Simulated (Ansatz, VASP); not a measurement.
One calculation of BeSe, two programs

```
Be Se
1.0
     0.00000    2.58397    2.58397
     2.58397    0.00000    2.58397
     2.58397    2.58397    0.00000
Be Se
1 1
Direct
  0.00000 0.00000 0.00000
  0.75000 0.75000 0.75000
```

The cell comes from a database or a generator and needn't be the stable form of this composition.

Alike in both runs: task electric field gradients; functional PBE; k mesh 9 × 9 × 9; occupations fermi-dirac, width 0.02 eV; no spin polarisation.

|  | VASP | Ansatz |
| --- | --- | --- |
| version | VASP 6.6.1 | Ansatz 0.2.0 |
| potentials or method | VASP PAW PBE potentials, release 64 (Be, Se) | plane-wave PAW, scalar-relativistic |
| plane-wave cutoff (eV) | 520 | 420 |
| valence electrons in the cell | 8 | 18 |

VASP gave:

- gap on the k mesh at the Fermi level (eV): 2.73
- pressure (GPa): 0.6
- Vzz of the field gradient on the site that differs most (V/Å²): 0.0

Problem. Estimate Ansatz's values.

Solution. gap on the k mesh at the Fermi level (eV): 2.74; pressure (GPa): 0.4; Vzz of the field gradient on the site that differs most (V/Å²): 0.0.

The two sets of potentials don't hold the same shells in valence.

Caveats: an odd mesh through Γ misses points on the zone boundary, where band edges often lie.
